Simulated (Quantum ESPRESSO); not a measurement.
# Pd (Fm-3m) in Quantum ESPRESSO: relaxation of cell and atoms with revPBE+rVV10

Aim: the relaxation of cell and atoms of Pd with revPBE+rVV10.

Everything below comes from runs of Quantum ESPRESSO 7.5. Logs are shortened: lines on timing, memory, paths and dates and some standing lists are left out, and cuts for length are marked.

### 1 The crystal as given

The structure is cubic, space group Fm-3m (No. 225). The conventional cell has a = 3.893 Å, b = 3.893 Å, c = 3.893 Å, α = 90.00°, β = 90.00°, γ = 90.00°. Pd (site symmetry m-3m) has 12 Pd at 2.75 Å as nearest neighbours.

### 2 Relaxation of cell and atoms, revPBE+rVV10

Input file run.py:

```python
import numpy as np
from ase.calculators.espresso import Espresso, EspressoProfile
from ase.io import read

atoms = read('POSCAR')

input_data = {
    'control': {'calculation': 'scf', 'prefix': 'pwscf', 'outdir': './tmp', 'tprnfor': True, 'tstress': True, 'disk_io': 'low'},
    'system': {'ecutwfc': 82.0, 'nbnd': 15, 'input_dft': 'sla+pw+revx+pbc+vv10', 'occupations': 'smearing', 'smearing': 'fd', 'degauss': 0.00367493},
    'electrons': {'conv_thr': 2e-10, 'electron_maxstep': 120, 'mixing_beta': 0.5},
}
pseudopotentials = {'Pd': 'Pd.upf'}
profile = EspressoProfile(command='pw.x', pseudo_dir='pseudo')
dft = Espresso(profile=profile, input_data=input_data, pseudopotentials=pseudopotentials, kpts=(12, 12, 12), koffset=(0, 0, 0))
atoms.calc = dft

from ase.optimize import LBFGS
from ase.filters import FrechetCellFilter
done = LBFGS(FrechetCellFilter(atoms), trajectory='opt.traj').run(fmax=0.02, steps=30)
print('converged', done)
print('cell (A)', np.round(atoms.cell.cellpar(), 5))
print(f'energy {atoms.get_potential_energy():.8f} eV')
print('forces (eV/A)')
print(np.round(atoms.get_forces(), 6))
print('stress (eV/A^3, Voigt)')
print(np.round(atoms.get_stress(), 8))
print(f'Fermi level {dft.get_fermi_level():.4f} eV')
```

Input file POSCAR:

```
Pd
1.0
    0.0000000000      1.9465000000      1.9465000000
    1.9465000000      0.0000000000      1.9465000000
    1.9465000000      1.9465000000      0.0000000000
Pd
1
Direct
    0.0000000000      0.0000000000      0.0000000000
```

Potentials or basis: Ansatz NC SR PBE.

Started as:

```console
OMP_NUM_THREADS=1 python run.py
```

Log:

```text
Step          Energy          fmax
LBFGS:    0    -3684.669357        0.358669
LBFGS:    1    -3684.672825        0.088581
LBFGS:    2    -3684.673073        0.002875
converged True
cell (A) [ 2.77156  2.77156  2.77156 60.      60.      60.     ]
energy -3684.67307349 eV
forces (eV/A)
[[0. 0. 0.]]
stress (eV/A^3, Voigt)
[-0.00019098 -0.00019098 -0.00019098  0.          0.          0.        ]
Fermi level 19.2781 eV
```

espresso.pwi:

```text
&CONTROL
   calculation      = 'scf'
   tstress          = .true.
   tprnfor          = .true.
   outdir           = './tmp'
   prefix           = 'pwscf'
   disk_io          = 'low'
   pseudo_dir       = 'pseudo'
/
&SYSTEM
   nbnd             = 15
   ecutwfc          = 82.0
   occupations      = 'smearing'
   degauss          = 0.00367493
   smearing         = 'fd'
   input_dft        = 'sla+pw+revx+pbc+vv10'
   ntyp             = 1
   nat              = 1
   ibrav            = 0
/
&ELECTRONS
   electron_maxstep = 120
   conv_thr         = 2e-10
   mixing_beta      = 0.5
/
&IONS
/
&CELL
/
&FCP
/
&RISM
/
ATOMIC_SPECIES
Pd 106.42 Pd.upf

K_POINTS automatic
12 12 12  0 0 0

CELL_PARAMETERS angstrom
0.00000000000000 1.95978975356782 1.95978975356782
1.95978975356782 0.00000000000000 1.95978975356782
1.95978975356782 1.95978975356782 0.00000000000000

ATOMIC_POSITIONS angstrom
Pd 0.0000000000 0.0000000000 0.0000000000
```

espresso.pwo:

```text
[... set-up lines left out ...]
     Self-consistent Calculation

     iteration #  1     ecut=    82.00 Ry     beta= 0.50
     Davidson diagonalization with overlap
     ethr =  1.00E-02,  avg # of iterations =  4.5

     total energy              =    -270.74473799 Ry
     estimated scf accuracy    <       0.25864255 Ry

     iteration #  2     ecut=    82.00 Ry     beta= 0.50
     Davidson diagonalization with overlap
     ethr =  1.44E-03,  avg # of iterations =  2.0
[... 43 lines left out ...]
     total energy              =    -270.81849946 Ry
     estimated scf accuracy    <          3.6E-09 Ry

     iteration #  9     ecut=    82.00 Ry     beta= 0.50
     Davidson diagonalization with overlap
     ethr =  2.02E-11,  avg # of iterations =  2.0

     End of self-consistent calculation

          k = 0.0000 0.0000 0.0000 (  1243 PWs)   bands (ev):

   -64.7710 -30.2860 -30.2860 -30.2860  12.2750  16.5447  16.5447  16.5447
    18.1079  18.1079  36.2670  40.8894  40.8894  40.8894  46.2813

          k = 0.0589 0.0589-0.0589 (  1273 PWs)   bands (ev):

   -64.7677 -30.3121 -30.2897 -30.2897  12.5211  16.4613  16.6271  16.6271
    18.0704  18.0704  36.5035  39.4566  41.1656  41.1656  46.8855

          k = 0.1179 0.1179-0.1179 (  1278 PWs)   bands (ev):
[... 111 lines left out ...]
   -64.7214 -30.5998 -30.4098 -30.3413  14.8703  16.2276  17.0289  17.0645
    18.5289  21.4408  29.0972  34.6900  38.1217  40.6103  44.8585

          k =-0.0589-0.2946 0.2946 (  1279 PWs)   bands (ev):

   -64.7308 -30.5404 -30.3939 -30.3245  14.9476  16.1247  16.6096  17.2181
    17.9112  20.1231  32.1008  34.8834  39.0917  42.7578  42.7837

          k = 0.0000-0.2357 0.2357 (  1293 PWs)   bands (ev):

   -64.7421 -30.4748 -30.3629 -30.3096  14.4337  15.9190  16.8136  17.2991
    17.5191  19.1144  34.7541  35.6126  40.7792  41.0808  44.1570

          k = 0.3536 0.0000 0.0000 (  1283 PWs)   bands (ev):

   -64.7380 -30.4710 -30.3580 -30.3580  14.4420  15.3418  17.5330  17.7889
    17.7889  18.6521  37.1309  37.1309  37.3022  38.6333  42.5633

          k = 0.4125 0.0589-0.0589 (  1278 PWs)   bands (ev):

   -64.7287 -30.5256 -30.3785 -30.3748  14.6993  15.1469  17.3955  17.9889
    18.9214  18.9215  34.4621  36.1158  36.4666  39.4383  42.3319

          k = 0.4714 0.1179-0.1179 (  1278 PWs)   bands (ev):
[... 11 lines left out ...]
   -64.7113 -30.6033 -30.4699 -30.3765  14.9898  15.7825  16.8686  17.6030
    19.0953  24.7330  26.5844  32.6435  36.9808  38.4598  47.6059

          k =-0.0589-0.4125 0.4125 (  1276 PWs)   bands (ev):

   -64.7143 -30.5819 -30.4785 -30.3604  15.2894  15.9669  16.5437  17.5271
    18.5837  23.2487  28.8259  31.9674  38.3456  38.7041  45.8971

          k = 0.0000-0.3536 0.3536 (  1278 PWs)   bands (ev):

   -64.7214 -30.5605 -30.4490 -30.3414  15.5170  15.9433  16.3219  17.4739
    18.0619  21.5627  31.7064  31.9664  38.5858  40.7904  43.9441

          k = 0.4714 0.0000-0.0000 (  1267 PWs)   bands (ev):

   -64.7215 -30.5604 -30.3938 -30.3938  14.5243  14.8207  18.5811  18.5811
    18.9417  18.9633  34.7571  34.7571  34.8915  39.6257  40.5930

          k = 0.5303 0.0589-0.0589 (  1275 PWs)   bands (ev):
[... 21 lines left out ...]
   -64.7095 -30.6246 -30.4199 -30.4199  14.2031  14.4650  19.1620  19.2819
    19.2819  21.2284  31.6111  33.0022  33.0022  40.2740  40.4443

          k =-0.0589-0.6482 0.6482 (  1269 PWs)   bands (ev):

   -64.7061 -30.6354 -30.4378 -30.4236  14.1937  14.4693  19.0052  19.0630
    19.4906  22.8384  30.3149  31.6252  32.8289  40.3043  41.6114

          k = 0.0000-0.5893 0.5893 (  1264 PWs)   bands (ev):

   -64.7053 -30.6192 -30.4707 -30.4158  14.3938  14.7605  18.2171  18.7919
    19.3763  24.6306  29.2720  30.0359  33.5895  39.9248  44.1121

          k =-0.7071 0.0000 0.0000 (  1266 PWs)   bands (ev):

   -64.7050 -30.6479 -30.4294 -30.4294  14.0538  14.3396  19.2445  19.5754
    19.5754  22.6089  29.8397  32.3441  32.3441  40.4955  40.5565

          k = 0.2357 0.1179 0.0000 (  1282 PWs)   bands (ev):

   -64.7512 -30.4142 -30.3330 -30.3097  13.7543  15.9466  16.9454  17.1275
    17.6872  18.4769  36.6316  36.9016  40.0193  41.1146  45.0460

          k = 0.2946 0.1768-0.0589 (  1283 PWs)   bands (ev):

   -64.7399 -30.4892 -30.3582 -30.3215  14.4913  15.8914  16.7339  17.2671
    17.9623  19.0583  33.9868  36.4700  39.5340  41.1514  45.2056

          k = 0.3536 0.2357-0.1179 (  1280 PWs)   bands (ev):
[... 6 lines left out ...]
   -64.7203 -30.6234 -30.3878 -30.3503  14.6452  16.2165  16.9468  17.3422
    19.0445  21.4821  28.0175  35.7423  37.4885  40.0695  45.6927

          k =-0.2357-0.3536 0.4714 (  1260 PWs)   bands (ev):

   -64.7173 -30.6443 -30.3911 -30.3558  14.5986  16.1351  16.9163  17.6461
    19.1975  22.5605  26.4460  35.6496  37.2801  39.4561  46.0657

          k = 0.3536 0.1179 0.0000 (  1285 PWs)   bands (ev):

   -64.7358 -30.4929 -30.3702 -30.3460  14.6746  15.4424  16.8731  17.7832
    18.1153  19.0436  35.1798  35.8263  38.1973  39.9545  44.0723

          k = 0.4125 0.1768-0.0589 (  1281 PWs)   bands (ev):

   -64.7256 -30.5504 -30.3991 -30.3599  14.9768  15.5401  16.6108  17.8101
    18.6663  20.1973  32.3207  35.0873  36.7669  40.6125  44.4972

          k =-0.2357-0.4714 0.5893 (  1274 PWs)   bands (ev):
[... 11 lines left out ...]
   -64.7143 -30.6063 -30.4479 -30.3665  15.1281  15.8412  16.7878  17.4257
    18.9348  23.3561  27.6108  33.6187  36.3040  40.1627  45.3970

          k =-0.0589-0.2946 0.4125 (  1274 PWs)   bands (ev):

   -64.7203 -30.5742 -30.4365 -30.3508  15.2909  16.0643  16.2097  17.5740
    18.4307  21.6121  30.4417  33.3832  37.2771  41.4580  43.9173

          k = 0.0000-0.2357 0.3536 (  1284 PWs)   bands (ev):

   -64.7297 -30.5320 -30.4036 -30.3339  15.2121  15.6949  16.4139  17.7484
    17.8210  20.1703  33.2043  33.9346  38.4319  41.9325  43.5710

          k = 0.4714 0.1179-0.0000 (  1274 PWs)   bands (ev):

   -64.7204 -30.5653 -30.4073 -30.3868  14.7581  14.9703  17.4321  18.5748
    18.7577  20.2687  33.5707  33.9234  35.0013  40.4391  42.2508

          k =-0.1768-0.5303 0.6482 (  1269 PWs)   bands (ev):
[... 26 lines left out ...]
   -64.7061 -30.6106 -30.4676 -30.4202  14.5457  14.8623  17.7855  18.6703
    19.4455  24.4421  29.6832  30.5939  32.6886  40.9034  44.1994

          k =-0.0000-0.4714 0.5893 (  1268 PWs)   bands (ev):

   -64.7061 -30.5805 -30.5109 -30.4083  14.8146  15.3084  17.1251  18.2896
    19.2792  26.4977  27.4848  29.9159  33.7445  40.6203  47.2333

          k =-0.7071 0.1179-0.0000 (  1276 PWs)   bands (ev):

   -64.7050 -30.6334 -30.4442 -30.4302  14.2606  14.5292  18.6615  18.9951
    19.5759  23.7516  29.7732  31.7268  31.7767  41.0025  41.9900

          k =-0.2357-0.4714 0.7071 (  1278 PWs)   bands (ev):

   -64.7173 -30.5718 -30.4441 -30.3744  15.3611  15.4006  16.3570  18.2672
    18.5689  21.8064  31.8737  32.1450  35.3972  42.2816  43.3593

          k =-0.1768-0.4125 0.6482 (  1270 PWs)   bands (ev):
[... 11 lines left out ...]
   -64.7083 -30.5900 -30.4737 -30.4142  14.9419  15.1753  16.9217  18.4512
    19.2732  24.0993  30.7104  30.8112  32.2101  42.3775  44.2321

          k =-0.0589-0.4125 0.6482 (  1264 PWs)   bands (ev):

   -64.7061 -30.5690 -30.5109 -30.4201  15.0683  15.5368  16.5349  18.1174
    19.4286  26.3588  28.1451  30.6461  31.8163  42.6935  45.3403

          k = 0.0000-0.3536 0.5893 (  1260 PWs)   bands (ev):

   -64.7072 -30.5530 -30.5272 -30.4094  15.2646  15.9196  16.0280  18.0099
    19.2676  25.8135  28.6407  30.1456  32.8525  42.8178  44.5936

          k =-0.7071 0.2357 0.0000 (  1268 PWs)   bands (ev):

   -64.7050 -30.5937 -30.4845 -30.4316  14.7633  15.0927  17.2435  18.3979
    19.5769  25.8287  29.6161  30.1453  30.9811  42.3999  45.1734

          k =-0.7071 0.3536 0.0000 (  1256 PWs)   bands (ev):

   -64.7050 -30.5393 -30.5393 -30.4323  15.0932  16.0116  16.0116  18.0165
    19.5774  28.0613  28.0613  29.5212  30.6942  44.4999  44.4999

     the Fermi energy is    19.2781 ev

!    total energy              =    -270.81849947 Ry
     estimated scf accuracy    <          6.8E-11 Ry
     smearing contrib. (-TS)   =      -0.00147769 Ry
     internal energy E=F+TS    =    -270.81702178 Ry

     The total energy is F=E-TS. E is the sum of the following terms:
     one-electron contribution =     -80.35684403 Ry
     hartree contribution      =      52.33574876 Ry
     xc contribution           =     -42.24118216 Ry
     ewald contribution        =    -200.55474435 Ry

     convergence has been achieved in   9 iterations

     Forces acting on atoms (cartesian axes, Ry/au):

     atom    1 type  1   force =     0.00000000    0.00000000    0.00000000

     Total force =     0.000000     Total SCF correction =     0.000000

     Computing stress (Cartesian axis) and pressure

          total   stress  (Ry/bohr**3)                   (kbar)     P=        0.31
   0.00000208  -0.00000000  -0.00000000            0.31       -0.00       -0.00
  -0.00000000   0.00000208  -0.00000000           -0.00        0.31       -0.00
  -0.00000000  -0.00000000   0.00000208           -0.00       -0.00        0.31

=------------------------------------------------------------------------------=
   JOB DONE.
=------------------------------------------------------------------------------=
```

It took 48 s on 1 thread of Arm Neoverse V2, shared host; peak memory 0.08 GiB.

What came out:

```yaml
Free_energy: -3684.6734 eV
Relaxed_volume: 15.05 Å³/atom
Relaxed_cell: a = 2.772 Å, b = 2.772 Å, c = 2.772 Å, α = 60.00°, β = 60.00°, γ = 60.00°
Space_group_after_relaxing_to_0.05_Å: Fm-3m (No. 225)
Energy_gained_by_relaxing: 3.7 meV/atom
Ionic_steps: 3
Pressure_after_relaxing: 0.0 GPa
Band_gap_on_the_k_mesh: none (metal or under the smearing width)
```

The path:
```csv
step,energy change (eV),largest force (eV/Å),pressure (GPa),volume (Å³)
1,0.0000,0.0000,3.90,14.75
2,-0.0035,0.0000,0.95,14.98
3,-0.0037,0.0000,0.03,15.05
```

Final structure:
```
CELL_PARAMETERS angstrom
0.00000 1.95979 1.95979
1.95979 0.00000 1.95979
1.95979 1.95979 0.00000
ATOMIC_POSITIONS crystal
Pd 0.00000 0.00000 0.00000
```

Caveat: the potentials were made for another functional, which shifts forces and pressure; rVV10's parameter b was fitted to another functional; pairwise dispersion overbinds metals, which lowers pressure and volume.
